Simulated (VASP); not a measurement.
# La (P6_3/mmc) in VASP: notebook

The runs below take La through single point, with LDA.

Everything below comes from runs of VASP 6.6.1. Logs are shortened: lines on timing, memory, paths and dates and some standing lists are left out, and cuts for length are marked.

### Step 1. The structure

The structure is hexagonal, space group P6_3/mmc (No. 194). Conventional cell: a = 3.750 Å, b = 3.750 Å, c = 6.070 Å, α = 90.00°, β = 90.00°, γ = 120.00°. La (site symmetry -6m2) has 12 La at 3.73 to 3.75 Å as nearest neighbours.

This isn't the form of La at room conditions, which is double hcp.

### Step 2. Single point, LDA

Contents of INCAR:

```
SYSTEM = La
PREC = Accurate ; ENCUT = 500
EDIFF = 1E-6 ; ISMEAR = -1
SIGMA = 0.1 ; LREAL = .FALSE.
LASPH = .TRUE. ; NELM = 100
ALGO = Normal ; ISIF = 2
LWAVE = .FALSE. ; LCHARG = .FALSE.
GGA = CA ; ADDGRID = .FALSE.
```

Contents of KPOINTS:

```
Automatic mesh
0
G
  15 15 8
  0 0 0
```

Contents of POSCAR:

```
La
1.0
    3.7500000000      0.0000000000      0.0000000000
   -1.8750000000      3.2475952642      0.0000000000
    0.0000000000      0.0000000000      6.0700000000
La
2
Direct
    0.6666666667      0.3333333333      0.7500000000
    0.3333333333      0.6666666667      0.2500000000
```

Potentials or basis: VASP PAW LDA potentials, release 64 (La).

Launch:

```bash
cat potpaw_LDA.64/La/POTCAR > POTCAR
mpirun -np 1 vasp_std > vasp.out
```

OUTCAR:

```text
SYSTEM = La
   PREC = Accurate
   ENCUT = 500
   EDIFF = 1E-6
   ISMEAR = -1
   LREAL = .FALSE.
   LASPH = .TRUE.
   NELM = 100
   ISIF = 2
   GGA = CA

 Found    135 irreducible k-points:

 Following reciprocal coordinates:
            Coordinates               Weight
  0.000000  0.000000  0.000000      1.000000
  0.066667 -0.000000  0.000000      6.000000
  0.133333  0.000000  0.000000      6.000000
  0.200000  0.000000  0.000000      6.000000
  0.266667  0.000000  0.000000      6.000000
  0.333333  0.000000  0.000000      6.000000
   k-points           NKPTS =    135   k-points in BZ     NKDIM =    135   number of bands    NBANDS=     15
   number of dos      NEDOS =    301   number of ions     NIONS =      2
   total plane-waves  NPLWV =  37632
   dimension x,y,z NGX =    28 NGY =   28 NGZ =   48
   dimension x,y,z NGXF=    56 NGYF=   56 NGZF=   96
   ions per type =               2
   NGX,Y,Z   is equivalent  to a cutoff of  12.41, 12.41, 13.15 a.u.
   NGXF,Y,Z  is equivalent  to a cutoff of  24.83, 24.83, 26.29 a.u.
 SYSTEM =  La
   PREC   = accura    normal or accurate (medium, high low for compatibility)
   ISTART =      0    job   : 0-new  1-cont  2-samecut
   ICHARG =      2    charge: 1-file 2-atom 10-const
   ISPIN  =      1    spin polarized calculation?
   LNONCOLLINEAR =      F non collinear calculations
   LSORBIT =      F    spin-orbit coupling
   LASPH  =      T    aspherical Exc in radial PAW
   ENCUT  =  500.0 eV  36.75 Ry    6.06 a.u.   6.84  6.84 11.07*2*pi/ulx,y,z
   NELM   =    100;   NELMIN=  2; NELMDL= -5     # of ELM steps
   EDIFF  = 0.1E-05   stopping-criterion for ELM
   LREAL  =      F    real-space projection
   EDIFFG = 0.1E-04   stopping-criterion for IOM
   NSW    =      0    number of steps for IOM
   IBRION =     -1    ionic relax: 0-MD 1-quasi-New 2-CG
   NFREE  =      0    steps in history (QN), initial steepest desc. (CG)
   ISIF   =      2    stress and relaxation
   ISYM   =      2    0-nonsym 1-usesym 2-fastsym
   POTIM  = 0.5000    time-step for ionic-motion
   TEBEG  =    0.0;   TEEND  =   0.0 temperature during run
   PSTRESS=    0.0 pullay stress
   NELECT =      22.0000    total number of electrons
   NUPDOWN=      -1.0000    fix difference up-down
   EMIN   =  10.00;   EMAX   =-10.00  energy-range for DOS
   EFERMI =   0.00;   METHOD = LEGACY
   ISMEAR =    -1;   SIGMA  =   0.10  broadening in eV -4-tet -1-fermi 0-gaus
   EFERMI_NEDOS =   21; number of points for ismear=-14 and -15
   IALGO  =     38    algorithm
   IMIX   =      4    mixing-type and parameters
     AMIX     =   0.40;   BMIX     =  1.00
     AMIX_MAG =   1.60;   BMIX_MAG =  1.00
  volume/ion in A,a.u.               =      36.96       249.43
  Fermi-wavevector in a.u.,A,eV,Ry     =   1.093004  2.065478 16.254307  1.194658
  Thomas-Fermi vector in A             =   2.229281
   LORBIT       =      0    0 simple, 1 ext, 2 COOP (PROOUT), +10 PAW based schemes
   GGA     = CA    functional components
   LHFCALC =     F    Hartree Fock is set to
   AEXX    =    0.0000 exact exchange contribution
   IVDW    =     0    specifies the selected vdW correction
   LEPSILON=     F    determine dielectric tensor
   LRPA    =     F    only Hartree local field effects (RPA)
 non-spin polarized calculation
  energy-cutoff  :      500.00
  volume of cell :       73.92
 maximum number of plane-waves:      1905
 NGX is ok and might be reduce to    28
   NGX = 13   NGY = 13   NGZ = 23

 number of electron      21.9999997 magnetization

 Free energy of the ion-electron system (eV)
  ---------------------------------------------------
  ext. energy  EPLUGINS =         0.00000000
  ---------------------------------------------------
  free energy    TOTEN  =       -11.05716998 eV

  energy without entropy =      -10.92855817  energy(sigma->0) =      -10.99286408

 E-fermi :   7.6833     XC(G=0):  -9.7831

 val. band max:        7.6806680502   @ k =   0.2667   0.2667   0.1250
 cond. band min:       7.6907735999   @ k =   0.3333   0.2000   0.5000
 fundamental gap:      0.0101055497
 Fermi energy:         7.6832832154

 k-point     1 :       0.0000    0.0000    0.0000
  band No.  band energies     occupation
      1     -25.0367      2.00000
      2     -24.8272      2.00000
      3      -9.4423      2.00000
      4      -8.2115      2.00000
      5      -8.2115      2.00000
      6      -8.0205      2.00000
      7      -8.0205      2.00000
      8      -7.9905      2.00000
      9       4.5038      2.00000
     10       5.9292      2.00000
     11       8.7009      0.00008
     12       8.9921      0.00000
     13       8.9980      0.00000
     14       9.0817      0.00000
     15       9.1655      0.00000

 k-point     2 :       0.0667   -0.0000    0.0000
  band No.  band energies     occupation
      1     -25.0292      2.00000
      2     -24.8236      2.00000
      3      -9.4231      2.00000
      4      -8.2624      2.00000
      5      -8.2274      2.00000
      6      -8.0730      2.00000
      7      -8.0268      2.00000
      8      -7.9983      2.00000
      9       4.6248      2.00000
     10       6.0417      2.00000
     11       8.4560      0.00088
     12       9.0017      0.00000
     13       9.0053      0.00000
     14       9.0381      0.00000
     15       9.1550      0.00000

 k-point     3 :       0.1333    0.0000    0.0000
  band No.  band energies     occupation
      1     -25.0078      2.00000
      2     -24.8138      2.00000
      3      -9.3668      2.00000
      4      -8.4044      2.00000
      5      -8.2710      2.00000
      6      -8.2167      2.00000
      7      -8.0459      2.00000
      8      -8.0223      2.00000
      9       4.9630      2.00000
     10       6.3370      2.00000
     11       8.0962      0.03170
     12       8.6894      0.00009
     13       8.7828      0.00003
     14       8.9922      0.00000
     15       9.1176      0.00000

 k-point     4 :       0.2000    0.0000    0.0000
  band No.  band energies     occupation
      1     -24.9754      2.00000
      2     -24.7999      2.00000
      3      -9.2780      2.00000
      4      -8.6094      2.00000
      5      -8.4174      2.00000
      6      -8.3320      2.00000
      7      -8.0760      2.00000
      8      -8.0632      2.00000
      9       5.4426      2.00000
     10       6.6394      1.99994
     11       7.8795      0.24638
     12       8.1544      0.01783
     13       8.6086      0.00019
     14       8.8939      0.00001
     15       9.1598      0.00000

 k-point     5 :       0.2667    0.0000    0.0000
  band No.  band energies     occupation
      1     -24.9362      2.00000
      2     -24.7854      2.00000
      3      -9.1642      2.00000
      4      -8.8380      2.00000
      5      -8.6342      2.00000
      6      -8.3986      2.00000
      7      -8.1216      2.00000
      8      -8.1125      2.00000
      9       5.9299      2.00000
     10       6.6527      1.99993
     11       7.5894      1.43764
     12       8.0188      0.06746
     13       8.6239      0.00016
     14       8.8338      0.00002
     15       9.0874      0.00000

 k-point     6 :       0.3333    0.0000    0.0000
  band No.  band energies     occupation
      1     -24.8959      2.00000
      2     -24.7739      2.00000
      3      -9.0500      2.00000
      4      -9.0368      2.00000
      5      -8.8306      2.00000
      6      -8.4596      2.00000
      7      -8.1956      2.00000
      8      -8.1485      2.00000
      9       6.2287      2.00000
     10       6.5081      1.99998
     11       7.1080      1.99367
     12       8.3107      0.00376
     13       8.8188      0.00002
     14       8.9227      0.00001
     15       9.0208      0.00000

 [... further k-points ...]

------------------------ aborting loop because EDIFF is reached ----------------------------------------

  FORCE on cell =-STRESS in cart. coord.  units (eV):
  Direction    XX          YY          ZZ          XY          YZ          ZX
  --------------------------------------------------------------------------------------
  -------------------------------------------------------------------------------------
  Total       -1.3746550     -1.3746550     -1.3369805      0.0000000     -0.0000000      0.0000000
  in kB      -29.7935637    -29.7935637    -28.9770250      0.0000000     -0.0000000      0.0000000
  external PRESSURE =     -29.5213842 kB  Pullay stress =       0.0000000 kB

 VOLUME and BASIS-vectors are now :
 -----------------------------------------------------------------------------
  energy-cutoff  :      500.00
  volume of cell :       73.92
      direct lattice vectors                 reciprocal lattice vectors
     3.750000000  0.000000000  0.000000000     0.266666667  0.153960072  0.000000000
    -1.875000000  3.247595264  0.000000000     0.000000000  0.307920144  0.000000000
     0.000000000  0.000000000  6.070000000     0.000000000  0.000000000  0.164744646

 POSITION                                       TOTAL-FORCE (eV/Angst)
 -----------------------------------------------------------------------------------
      1.87500      1.08253      4.55250         0.000000     -0.000000      0.000000
     -0.00000      2.16506      1.51750        -0.000000      0.000000      0.000000
 -----------------------------------------------------------------------------------
    total drift:                                0.000000     -0.000000      0.000000

  FREE ENERGIE OF THE ION-ELECTRON SYSTEM (eV)
  ---------------------------------------------------
  free  energy   TOTEN  =       -11.0571699801 eV

  energy  without entropy=      -10.9285581723  energy(sigma->0) =      -10.99286408
```

Wall time 91 s (1 thread of AMD EPYC 9R45 (Zen 5), shared host); peak memory 0.24 GiB.

These settings aren't checked as converged: the numbers below hold their error.

What came out:

| Quantity | Value |
| --- | --- |
| Free energy | -11.0572 eV |
| Pressure | -3.0 GPa |
| Band gap on the k mesh | none (metal or under the smearing width) |

### Step 3. Single point, LDA

INCAR is that of step 2.

KPOINTS is that of step 2.

Contents of POSCAR:

```
La
1.0
    3.7500000000      0.0000000000      0.0000000000
   -1.8750000000      3.2475952642      0.0000000000
    0.0000000000      0.0000000000      6.0700000000
La
2
Direct
    0.6527560000      0.3219160000      0.7382770000
    0.3157440000      0.6620370000      0.2676620000
```

Potentials or basis: VASP PAW LDA potentials, release 64 (La).

Launch:

```bash
cat potpaw_LDA.64/La/POTCAR > POTCAR
mpirun -np 1 vasp_std > vasp.out
```

Wall time 10 min (1 thread of AMD EPYC 9R45 (Zen 5), shared host); peak memory 0.99 GiB.

The run converged, but some of its settings lie outside the range that counts as converged, so its numbers aren't taken as properties of the crystal.

Results:

```
Free energy            : -11.0379 eV
Pressure               : -2.8 GPa
Largest force          : 0.228 eV/Å
Band gap on the k mesh : none (metal or under the smearing width)
```

### Step 4. Single point, LDA

INCAR: that of step 3 with these lines changed.

```diff
@@ -1,3 +1,3 @@
 SYSTEM = La
-PREC = Accurate ; ENCUT = 500
+PREC = Accurate ; ENCUT = 400
 EDIFF = 1E-6 ; ISMEAR = -1
```

Contents of KPOINTS:

```
Automatic mesh
0
G
  17 17 10
  0 0 0
```

Contents of POSCAR:

```
La
1.0
    3.7500000000      0.0000000000      0.0000000000
   -1.8750000000      3.2475952642      0.0000000000
    0.0000000000      0.0000000000      6.0700000000
La
2
Direct
    0.6666666667      0.3333333333      0.7500000000
    0.3333333333      0.6666666667      0.2500000000
```

Potentials or basis: VASP PAW LDA potentials, release 64 (La).

Launch:

```bash
cat potpaw_LDA.64/La/POTCAR > POTCAR
mpirun -np 1 vasp_std > vasp.out
```

OUTCAR:

```text
SYSTEM = La
   PREC = Accurate
   ENCUT = 400
   EDIFF = 1E-6
   ISMEAR = -1
   LREAL = .FALSE.
   LASPH = .TRUE.
   NELM = 100
   ISIF = 2
   GGA = CA

 Found    198 irreducible k-points:

 Following reciprocal coordinates:
            Coordinates               Weight
  0.000000  0.000000  0.000000      1.000000
  0.058824  0.000000  0.000000      6.000000
  0.117647 -0.000000  0.000000      6.000000
  0.176471  0.000000  0.000000      6.000000
  0.235294 -0.000000  0.000000      6.000000
  0.294118  0.000000  0.000000      6.000000
   k-points           NKPTS =    198   k-points in BZ     NKDIM =    198   number of bands    NBANDS=     15
   number of dos      NEDOS =    301   number of ions     NIONS =      2
   total plane-waves  NPLWV =  23040
   dimension x,y,z NGX =    24 NGY =   24 NGZ =   40
   dimension x,y,z NGXF=    48 NGYF=   48 NGZF=   80
   ions per type =               2
   NGX,Y,Z   is equivalent  to a cutoff of  10.64, 10.64, 10.96 a.u.
   NGXF,Y,Z  is equivalent  to a cutoff of  21.28, 21.28, 21.91 a.u.
 SYSTEM =  La
   PREC   = accura    normal or accurate (medium, high low for compatibility)
   ISTART =      0    job   : 0-new  1-cont  2-samecut
   ICHARG =      2    charge: 1-file 2-atom 10-const
   ISPIN  =      1    spin polarized calculation?
   LNONCOLLINEAR =      F non collinear calculations
   LSORBIT =      F    spin-orbit coupling
   LASPH  =      T    aspherical Exc in radial PAW
   ENCUT  =  400.0 eV  29.40 Ry    5.42 a.u.   6.12  6.12  9.90*2*pi/ulx,y,z
   NELM   =    100;   NELMIN=  2; NELMDL= -5     # of ELM steps
   EDIFF  = 0.1E-05   stopping-criterion for ELM
   LREAL  =      F    real-space projection
   EDIFFG = 0.1E-04   stopping-criterion for IOM
   NSW    =      0    number of steps for IOM
   IBRION =     -1    ionic relax: 0-MD 1-quasi-New 2-CG
   NFREE  =      0    steps in history (QN), initial steepest desc. (CG)
   ISIF   =      2    stress and relaxation
   ISYM   =      2    0-nonsym 1-usesym 2-fastsym
   POTIM  = 0.5000    time-step for ionic-motion
   TEBEG  =    0.0;   TEEND  =   0.0 temperature during run
   PSTRESS=    0.0 pullay stress
   NELECT =      22.0000    total number of electrons
   NUPDOWN=      -1.0000    fix difference up-down
   EMIN   =  10.00;   EMAX   =-10.00  energy-range for DOS
   EFERMI =   0.00;   METHOD = LEGACY
   ISMEAR =    -1;   SIGMA  =   0.10  broadening in eV -4-tet -1-fermi 0-gaus
   EFERMI_NEDOS =   21; number of points for ismear=-14 and -15
[... 18 lines left out ...]
   NGX = 13   NGY = 13   NGZ = 19

 number of electron      22.0000001 magnetization

 Free energy of the ion-electron system (eV)
  ---------------------------------------------------
  ext. energy  EPLUGINS =         0.00000000
  ---------------------------------------------------
  free energy    TOTEN  =       -11.05773275 eV

  energy without entropy =      -10.92982914  energy(sigma->0) =      -10.99378094

 E-fermi :   7.6856     XC(G=0):  -9.7831

 val. band max:        7.6839573117   @ k =   0.1176   0.0588   0.4000
 cond. band min:       7.6950903692   @ k =   0.3529   0.0000   0.4000
 fundamental gap:      0.0111330575
 Fermi energy:         7.6855850231

 k-point     1 :       0.0000    0.0000    0.0000
  band No.  band energies     occupation
      1     -25.0365      2.00000
      2     -24.8271      2.00000
      3      -9.4430      2.00000
      4      -8.2109      2.00000
      5      -8.2109      2.00000
      6      -8.0198      2.00000
      7      -8.0198      2.00000
      8      -7.9911      2.00000
      9       4.5040      2.00000
     10       5.9297      2.00000
     11       8.7015      0.00008
     12       8.9925      0.00000
     13       8.9950      0.00000
     14       9.0800      0.00000
[... 77 lines left out ...]
      2     -24.7800      2.00000
      3      -9.1133      2.00000
      4      -8.9288      2.00000
      5      -8.7187      2.00000
      6      -8.4243      2.00000
      7      -8.1511      2.00000
      8      -8.1271      2.00000
      9       6.0892      2.00000
     10       6.5905      1.99996
     11       7.3768      1.91279
     12       8.1343      0.02226
     13       8.7224      0.00006
     14       8.8218      0.00002
     15       9.0597      0.00000

 [... further k-points ...]

------------------------ aborting loop because EDIFF is reached ----------------------------------------

  FORCE on cell =-STRESS in cart. coord.  units (eV):
  Direction    XX          YY          ZZ          XY          YZ          ZX
  --------------------------------------------------------------------------------------
  -------------------------------------------------------------------------------------
  Total       -1.3666279     -1.3666279     -1.3534848      0.0000000      0.0000000      0.0000000
  in kB      -29.6195881    -29.6195881    -29.3347302      0.0000000      0.0000000      0.0000000
  external PRESSURE =     -29.5246354 kB  Pullay stress =       0.0000000 kB

 VOLUME and BASIS-vectors are now :
 -----------------------------------------------------------------------------
  energy-cutoff  :      400.00
  volume of cell :       73.92
      direct lattice vectors                 reciprocal lattice vectors
     3.750000000  0.000000000  0.000000000     0.266666667  0.153960072  0.000000000
    -1.875000000  3.247595264  0.000000000     0.000000000  0.307920144  0.000000000
     0.000000000  0.000000000  6.070000000     0.000000000  0.000000000  0.164744646

 POSITION                                       TOTAL-FORCE (eV/Angst)
 -----------------------------------------------------------------------------------
      1.87500      1.08253      4.55250         0.000000      0.000000      0.000000
     -0.00000      2.16506      1.51750        -0.000000      0.000000      0.000000
 -----------------------------------------------------------------------------------
    total drift:                                0.000000     -0.000000      0.000000

  FREE ENERGIE OF THE ION-ELECTRON SYSTEM (eV)
  ---------------------------------------------------
  free  energy   TOTEN  =       -11.0577327521 eV

  energy  without entropy=      -10.9298291375  energy(sigma->0) =      -10.99378094
```

OSZICAR:

```text
N       E                     dE             d eps       ncg     rms          rms(c)
DAV:   1     0.232240395992E+03    0.23224E+03   -0.71072E+03  5963   0.166E+03
DAV:   2     0.223063331083E+02   -0.20993E+03   -0.20827E+03  9034   0.338E+02
DAV:   3    -0.708685752115E+01   -0.29393E+02   -0.28847E+02 10248   0.145E+02
DAV:   4    -0.107382412112E+02   -0.36514E+01   -0.35982E+01 11826   0.467E+01
DAV:   5    -0.110633208678E+02   -0.32508E+00   -0.32273E+00  9705   0.128E+01    0.324E+00
DAV:   6    -0.110750453792E+02   -0.11725E-01   -0.49812E-01 11848   0.537E+00    0.162E+00
DAV:   7    -0.110593767622E+02    0.15669E-01   -0.37771E-02 10786   0.162E+00    0.494E-01
DAV:   8    -0.110576572406E+02    0.17195E-02   -0.37972E-03 11850   0.526E-01    0.530E-02
DAV:   9    -0.110577194197E+02   -0.62179E-04   -0.49666E-04 11776   0.175E-01    0.354E-02
DAV:  10    -0.110577329814E+02   -0.13562E-04   -0.54070E-05 11754   0.510E-02    0.238E-02
DAV:  11    -0.110577328011E+02    0.18036E-06   -0.14064E-05  9570   0.406E-02    0.394E-03
DAV:  12    -0.110577327521E+02    0.48998E-07   -0.45197E-07  7128   0.952E-03
   1 F= -.11057733E+02 E0= -.10993781E+02  d E =-.127904E+00
```

Wall time 85 s (1 thread of AMD EPYC 9R45 (Zen 5), shared host); peak memory 0.25 GiB.

The run converged, but some of its settings lie outside the range that counts as converged, so its numbers aren't taken as properties of the crystal.

What came out:

| Property | Result |
| --- | --- |
| Free energy | -11.0577 eV |
| Pressure | -3.0 GPa |
| Band gap on the k mesh | none (metal or under the smearing width) |

### Step 5. The reference run

An earlier run on the cell as given: functional PBE; potentials or basis VASP PAW PBE potentials, release 64 (La); cutoff 520 eV; k mesh 8 × 8 × 5; occupations fermi-dirac, width 0.05 eV; no spin polarisation.

- Pressure: 0.7 GPa
- Band gap on the k mesh: none (metal or under the smearing width)
